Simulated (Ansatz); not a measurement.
# Ag: strong compression, part 2 of 2

Aim: compress Ag (simple hexagonal type) step by step, far beyond the usual range, and follow pressure and electronic structure. The runs shown use LAPW, crystal datasets and norm-conserving. Companion runs by PAW are cited. Its runs: the reference run (LAPW); volume scaled by 1 (crystal datasets and norm-conserving); volume scaled by 0.88 (LAPW and crystal datasets); volume scaled by 0.78 (LAPW); volume scaled by 0.68 (LAPW and norm-conserving); volume scaled by 0.58 (LAPW); volume scaled by 0.5 (LAPW); volume scaled by 0.43 (LAPW, crystal datasets and norm-conserving).

Ansatz 0.2.0; DFT PBE; a cell built from a prototype (simple hexagonal type), not taken from measurement. «Crystal datasets» are all-electron PAW datasets made for this crystal.

### 11 Volume scaled by 0.5, LAPW

Input file input.yaml:

```yaml
crystal:
  lattice:
    - [2.2711012903, 0.0, 0.0]
    - [-1.1355506451, 1.966831412, 0.0]
    - [0.0, 0.0, 2.1745238835]
  atoms:
    - { symbol: Ag, position: [0.0, 0.0, 0.0] }
kpoints:
  mp_grid: { grid: [15, 15, 14] }
scf:
  occupations: { method: fermi_dirac, width: 0.08 }
hamiltonian:
  xc: pbe
  pseudopotentials: { kind: all_electron, lapw: { basis_error: 0.001 } }
output:
  forces: true
  stress: true
  eigenvalues: true
  populations: true
```

On the command line:

```bash
$ ansatz run input.yaml --threads 1 --pin off --max-ram 2048MiB --backend cpu --events-out ev --progress --plain --runs-dir out
```

The log of the run, cut to the lines that bear on the results:

```text
Ag: projections on atomic orbitals take those of the free atom 1s2 2s2 2p6 3s2 3p6 3d10 4s2 4p6 4d10 5s1, of charge +0.00 (hamiltonian.pseudopotentials.projection_atoms)
LAPW: plane waves up to 10.872 Å⁻¹, error target 1.0e-3 eV per atom; small_component_spin mean_spin; Ag in spheres of 1.087 Å, 35 of its electrons in bands, Dirac shells []
[...]
Pseudopotentials: kind: all_electron
[...]
  atom   1  Ag    -0.00000000    -0.00000000     0.00000000
[...]
--- Stress (GPa, compression-positive) ---
      361.785874       0.000000       0.000000
        0.000000     361.785874       0.000000
        0.000000       0.000000     361.314481
  P = ⅓ Tr σ = 361.6287 GPa (3616.287 kbar)
--- Band table (eV; the first three rows and the last of 216) ---
[... band rows left out ...]
[...]
--- Löwdin populations: 1 site ---
  site symbol       q [e]
     0     Ag     46.8339
  spilling = 0.003534 (of n_electrons = 47.000000)
```

Run time: 24 s. Hardware: 1 thread of Arm Neoverse V1, shared host; peak memory 0.42 GiB.

Result: pressure 361.63 GPa; no gap.

### 12 Volume scaled by 0.43, LAPW

Input file input.yaml:

```yaml
crystal:
  lattice:
    - [2.160896582, 0.0, 0.0]
    - [-1.080448291, 1.871391335, 0.0]
    - [0.0, 0.0, 2.0657020297]
  atoms:
    - { symbol: Ag, position: [0.0, 0.0, 0.0] }
kpoints:
  mp_grid: { grid: [15, 15, 14] }
  band_path:
    path:
      - [0.0, 0.0, 0.0]
      - [0.5, 0.0, 0.0]
      - [0.3333333333, 0.3333333333, 0.0]
      - [0.0, 0.0, 0.0]
      - [0.0, 0.0, 0.5]
      - [0.5, 0.0, 0.5]
      - [0.3333333333, 0.3333333333, 0.5]
      - [0.0, 0.0, 0.5]
      - [0.5, 0.0, 0.5]
    npoints: 8
scf:
  occupations: { method: fermi_dirac, width: 0.08 }
hamiltonian:
  xc: pbe
  pseudopotentials: { kind: all_electron, lapw: { basis_error: 0.001 } }
output:
  forces: true
  stress: true
  eigenvalues: true
  populations: true
  dos: { projected: true, de: 0.2, e_range: [-14, 8] }
```

On the command line:

```bash
$ ansatz run input.yaml --threads 1 --pin off --max-ram 2048MiB --backend cpu --events-out ev --progress --plain --runs-dir out
```

The log of the run:

```text
Ag: projections on atomic orbitals take those of the free atom 1s2 2s2 2p6 3s2 3p6 3d10 4s2 4p6 4d10 5s1, of charge +0.00 (hamiltonian.pseudopotentials.projection_atoms)
LAPW: plane waves up to 11.468 Å⁻¹, error target 1.0e-3 eV per atom; small_component_spin mean_spin; Ag in spheres of 1.033 Å, 37 of its electrons in bands, Dirac shells []
[... 2 set-up lines as earlier in the session ...]
Pseudopotential: Ag, LAPW, valence charge 37, Koelling and Harmon's equation, gaussian nucleus
[... 5 set-up lines as earlier in the session ...]
Crystal: 1 atoms, lattice volume = 8.353 Å³
Basis set: ecut = 501.0342522460515 eV, 211 PW (Γ), exchange–correlation at level 2
Bands: 23, of which v1, the nominal top of the filled ones, is band 19 counted from 1 (18 counted from 0)
[... 1 set-up line as earlier in the session ...]
Space group: P6/mmm (ITA 191), of the structure as read, at distance tolerance 2.0e-5 Å
k-points: 216 of 3150
[... 4 set-up lines as earlier in the session ...]
iter 1 solved again at ethr=2.86e-4 eV; its pass at ethr=1.00e-1 eV (dr2=1.06e-1 eV) is discarded
SCF iter   1: F=—  HF=-144646.700674 eV  |F-HF|=—  |Δ(HF+E_count)|=         —  Δρ=4.71e-2  dr2=1.06e-1  ethr=2.86e-4  ⟨swp⟩=3.0  Hψ=31301  notcnv=0
preconditioner: auto → none  [metal: Δε(μ)=0.139 eV  Ē_g=25.743 eV  σ=0.080 eV  W_gap=0.38  n_scr=8 (ndim 8)  ℏωp=42.6 eV  f_vac=0.000  D(μ)=0.18/eV (n_scr^D=0)  sad-step TF]
SCF iter   2: F=—  HF=-144646.640804 eV  |F-HF|=—  |Δ(HF+E_count)|=   5.99e-2  Δρ=2.50e-2  dr2=3.51e-2  ethr=2.86e-4  ⟨swp⟩=2.0  Hψ=14890  notcnv=0
SCF iter   3: F=—  HF=-144646.630416 eV  |F-HF|=—  |Δ(HF+E_count)|=   1.04e-2  Δρ=7.82e-3  dr2=3.59e-3  ethr=9.50e-5  ⟨swp⟩=2.0  Hψ=14180  notcnv=0
iter 4 solved again at ethr=1.12e-8 eV; its pass at ethr=9.72e-6 eV (dr2=4.14e-6 eV) is discarded
SCF iter   4: F=—  HF=-144646.630091 eV  |F-HF|=—  |Δ(HF+E_count)|=   3.26e-4  Δρ=4.95e-4  dr2=4.15e-6  ethr=1.12e-8  ⟨swp⟩=2.9  Hψ=24855  notcnv=0
SCF iter   5: F=—  HF=-144646.630028 eV  |F-HF|=—  |Δ(HF+E_count)|=   6.30e-5  Δρ=1.04e-4  dr2=2.84e-7  ethr=1.12e-8  ⟨swp⟩=3.0  Hψ=15107  notcnv=0
SCF iter   6: F=-144646.630028 eV  HF=-144646.630028 eV  |F-HF|=7.48e-9  |Δ(HF+E_count)|=   7.38e-7  Δρ=1.12e-5  dr2=4.20e-9  ethr=7.67e-10  ⟨swp⟩=2.6  Hψ=14100  notcnv=0
SCF 1 converged in 6 iterations: F = -144646.630028 eV  dr2 = 4.20e-9
NSCF: frozen V_eff on 65 k-points
SCF converged after 6 iterations
Free energy (F): -144646.630028 eV
Harris-Foulkes:  -144646.630028 eV  (|F-HF|=7.48e-9)
Internal energy: -144646.626721 eV  (E = F + TS)
E sigma→0 (E₀):  -144646.628375 eV
Entropy (-TS):   -0.003307 eV (-3.307 meV/atom)
Fermi energy:    45.201072 eV
--- Per-component energies (eV) ---
  E_band       = -7266.947152
  E_kinetic    = 151340.253089
  E_xc         = -4080.330803
  E_electrostatic = -291906.549008  (all electrons and nuclei)
  E_smearing   = -0.003307  (= −TS)
  E_closure    = 0.000000  (closes the sum)
  E_atoms      = -144653.584547  (free atoms, spherical and without spin; not in F)
  Σ components = -144646.630028   (vs F -144646.630028, Δ=0.00e0)
  Basis errors (estimates in eV, not in F): energy 3.4e-4 per atom: plane waves 3.0e-4 (1.6e-4 summed), levels above the bands 2.9e-119, relativity 3.8e-8, radial functions 4.1e-5, core shells 1.1e-11; eigenvalues (radial functions only) 8.4e-6; not estimated: angular momenta, meshes, grids; target (lapw.basis_error) 1.0e-3; muffin-tin radii Ag 1.033 Å
--- Forces (eV/Å), atoms counted from 1 ---
  atom   1  Ag     0.00000000     0.00000000     0.00000000
  max |Σ_I F_I| component: 1.31e-31 eV/Å
--- Stress (GPa, compression-positive) ---
      651.259130      -0.000000      -0.000000
       -0.000000     651.259130       0.000000
       -0.000000       0.000000     651.506890
  P = ⅓ Tr σ = 651.3417 GPa (6513.417 kbar)
--- Band table (eV; the first three rows and the last of 216) ---
  k-point 0: bands = ["-637.9971", "-511.7694", "-511.7694", "-511.7506", "-312.9214", "-312.9214", "-312.9121", "-312.8998", "-312.8998", "-51.3298", "-13.4405", "-13.4405", "-13.4114", "29.8652", "30.2114", "34.7042", "34.7042", "41.4706", "41.4706", "59.1996", "63.3045", "71.6553", "71.6553"]
  k-point 1: bands = ["-637.9971", "-511.7694", "-511.7694", "-511.7506", "-312.9214", "-312.9214", "-312.9121", "-312.8998", "-312.8998", "-51.3095", "-13.5532", "-13.4289", "-13.4289", "29.9781", "30.6221", "34.7472", "34.7472", "41.2314", "41.2314", "59.3410", "62.2126", "72.2909", "72.2909"]
  k-point 2: bands = ["-637.9971", "-511.7694", "-511.7694", "-511.7506", "-312.9214", "-312.9214", "-312.9120", "-312.8998", "-312.8998", "-51.2523", "-13.9434", "-13.3962", "-13.3962", "30.2876", "31.8154", "34.8693", "34.8693", "40.5930", "40.5930", "59.7577", "59.8357", "74.1158", "74.1158"]
  k-point 215: bands = ["-637.9971", "-511.7694", "-511.7694", "-511.7506", "-312.9214", "-312.9214", "-312.9120", "-312.8998", "-312.8998", "-50.3431", "-15.4911", "-14.9292", "-14.9292", "31.2541", "31.2541", "36.3738", "36.3738", "43.1124", "57.2516", "60.7530", "60.7530", "62.1494", "62.1494"]
--- Löwdin populations: 1 site ---
  site symbol       q [e]
     0     Ag     46.8272
  spilling = 0.003676 (of n_electrons = 47.000000)
```

Run time: 30 s. Hardware: 1 thread of Arm Neoverse V1, shared host; peak memory 0.45 GiB.

This run gives: pressure 651.34 GPa; no gap.

At the corners of the path (eV, zero at the Fermi level):

```csv
point,band 16,band 17,band 18,band 19,band 20,band 21,band 22
Γ,-10.50,-10.50,-3.73,-3.73,14.00,18.10,26.45
M,-8.16,-4.68,-3.26,-3.10,9.03,16.02,19.28
K,-10.83,-6.88,-6.88,5.91,5.91,8.44,25.22
Γ,-10.50,-10.50,-3.73,-3.73,14.00,18.10,26.45
A,-9.57,-7.69,-7.69,-5.42,7.25,18.15,23.20
L,-9.39,-2.72,-1.22,4.56,6.64,17.55,19.62
H,-8.83,-8.83,-2.09,12.05,15.55,15.55,16.95
A,-9.57,-7.69,-7.69,-5.42,7.25,18.15,23.20
L,-9.39,-2.72,-1.22,4.56,6.64,17.55,19.62
```

States per cell in windows of 1 eV (zero at the Fermi level; grid of 0.20 eV, so sharp peaks spill over the borders):

```csv
from,to,total,Ag 4d,Ag 5s
-10,-9,0.97,0.91,0.05
-9,-8,0.76,0.72,0.02
-8,-7,0.96,0.92,0.02
-7,-6,0.87,0.82,0.04
-6,-5,0.94,0.86,0.07
-5,-4,0.70,0.62,0.06
-4,-3,0.43,0.34,0.07
-3,-2,0.29,0.20,0.07
-2,-1,0.21,0.11,0.07
-1,0,0.14,0.03,0.08
0,1,0.14,0.02,0.07
1,2,0.14,0.02,0.07
2,3,0.14,0.01,0.07
3,4,0.14,0.01,0.06
4,5,0.14,0.01,0.05
```

### 13 Volume scaled by 0.43, crystal datasets

Input file input.yaml:

```yaml
crystal:
  lattice:
    - [2.160896582, 0.0, 0.0]
    - [-1.080448291, 1.871391335, 0.0]
    - [0.0, 0.0, 2.0657020297]
  atoms:
    - { symbol: Ag, position: [0.0, 0.0, 0.0] }
kpoints:
  mp_grid: { grid: [15, 15, 14] }
scf:
  occupations: { method: fermi_dirac, width: 0.08 }
hamiltonian:
  xc: pbe
  pseudopotentials: { kind: all_electron, datasets: crystal }
output:
  forces: true
  stress: true
  eigenvalues: true
```

On the command line:

```bash
$ ansatz run input.yaml --threads 1 --pin off --max-ram 2048MiB --backend cpu --events-out ev --progress --plain --runs-dir out
```

The log of the run, cut to the lines that bear on the results:

```text
[...]
[... 1 set-up line as earlier in the session ...]
Pseudopotential: Ag, paw, valence charge 19, recommended cutoff 560 eV (normal), Koelling and Harmon's equation, gaussian nucleus
[... 1 set-up line as earlier in the session ...]
[...]
Crystal: 1 atoms, lattice volume = 8.353 Å³
Basis set: ecut = 560 eV, 253 PW (Γ), exchange–correlation on 36×36×32 points (8 copies of the dense FFT grid, shifted against one another)
[...]
  atom   1  Ag     0.00000000     0.00000000     0.00000000
[...]
--- Stress (GPa, compression-positive) ---
      651.255118       0.000000      -0.000000
       -0.000000     651.255118       0.000000
       -0.000000       0.000000     651.509530
  P = ⅓ Tr σ = 651.3399 GPa (6513.399 kbar)
--- Band table (eV; the first three rows and the last of 216) ---
  k-point 0: bands = ["-51.3300", "-13.4405", "-13.4405", "-13.4117", "29.8651", "30.2114", "34.7042", "34.7042", "41.4704", "41.4704", "59.1995", "63.3045"]
[...]
```

Run time: 15 s. Hardware: 1 thread of Arm Neoverse V1, shared host; peak memory 0.49 GiB.

In short: pressure 651.34 GPa; no gap.

### 14 Volume scaled by 0.43, norm-conserving

Edit input.yaml of step 13 so:

```diff
@@ -13,3 +13,3 @@
   xc: pbe
-  pseudopotentials: { kind: all_electron, datasets: crystal }
+  pseudopotentials: { kind: nc }
 output:
```

On the command line:

```bash
$ ansatz run input.yaml --threads 1 --pin off --max-ram 2048MiB --backend cpu --events-out ev --progress --plain --runs-dir out
```

The log of the run, cut to the lines that bear on the results:

```text
[...]
[... 3 set-up lines as earlier in the session ...]
[...]
Crystal: 1 atoms, lattice volume = 8.353 Å³
Basis set: ecut = 960 eV, 599 PW (Γ), exchange–correlation on 48×48×48 points (8 copies of the dense FFT grid, shifted against one another)
Bands: 14, of which v1, the nominal top of the filled ones, is band 10 counted from 1 (9 counted from 0)
[...]
  atom   1  Ag     0.00000000     0.00000000     0.00000000
[...]
--- Stress (GPa, compression-positive) ---
      652.135117       0.000000      -0.000000
        0.000000     652.135117       0.000000
       -0.000000       0.000000     652.048360
  P = ⅓ Tr σ = 652.1062 GPa (6521.062 kbar)
--- Band table (eV; the first three rows and the last of 216) ---
  k-point 0: bands = ["-53.9108", "-16.0987", "-16.0987", "-16.0679", "27.1171", "27.4823", "31.9422", "31.9422", "38.7103", "38.7103", "56.4647", "60.5894", "69.0068", "69.0068"]
[...]
```

Run time: 4.5 s. Hardware: 1 thread of Arm Neoverse V1, shared host; peak memory 0.26 GiB.

Read from it: pressure 652.11 GPa; no gap.

### 15 All runs together

Rows by PAW come from runs of the same series that aren't printed here.

```
                         method  volume over the first  volume (Å³/atom)  pressure (GPa)  SCF cycles, all passes
                           LAPW                      1            19.427           -0.02                       6
                           LAPW                   0.88            17.095           14.08                       6
                           LAPW                   0.78            15.153           38.57                       6
                           LAPW                   0.68            13.210           87.77                       6
                           LAPW                   0.58            11.267          191.41                       6
                           LAPW                    0.5             9.713          361.63                       6
                           LAPW                   0.43             8.353          651.34                       6
                            PAW                      1            19.427           -0.02                       6
                            PAW                   0.88            17.095           14.09                       6
                            PAW                   0.78            15.153           38.59                       6
                            PAW                   0.68            13.210           87.77                       7
                            PAW                   0.58            11.267          191.36                       6
                            PAW                    0.5             9.713          361.48                       6
                            PAW                   0.43             8.353          651.11                       6
           PAW (cutoff 1000 eV)                   0.88            17.095           14.08                       6
PAW (partial_waves polarizable)                   0.58            11.267          191.36                       6
PAW (partial_waves polarizable)                   0.43             8.353          651.11                       6
               crystal datasets                      1            19.427           -0.02                       8
               crystal datasets                   0.88            17.095           14.08                       7
               crystal datasets                   0.43             8.353          651.34                       8
                norm-conserving                      1            19.427            0.00                       6
                norm-conserving                   0.68            13.210           88.03                       6
                norm-conserving                   0.43             8.353          652.11                       6
```

### 16 Outcome

What follows sums up all 2 parts.

| quantity | value |
| --- | --- |
| LAPW pressure at 0.43 of the volume | 651.3 GPa |
| PAW pressure at 0.43 of the volume | 651.1 GPa |
| PAW (partial_waves polarizable) pressure at 0.43 of the volume | 651.1 GPa |
| crystal datasets pressure at 0.43 of the volume | 651.3 GPa |
| norm-conserving pressure at 0.43 of the volume | 652.1 GPa |
| fitted bulk modulus at zero pressure (LAPW) | 83 GPa |
| its pressure derivative | 5.28 |

In words: By LAPW the pressure climbs to 651 GPa at 0.43 of the first volume. A third-order Birch-Murnaghan curve fits the range only roughly (B₀ = 83 GPa, B′ = 5.28, misfit at most 5.07 GPa). A fit over so wide a range leans to the high pressures, so B₀ can be off by several per cent. Where LAPW's pressure is over 3 GPa, PAW's departs from it by at most 0.1 %, at 0.88 of the volume. The ions are at rest, and the electrons smeared by 0.08 eV.
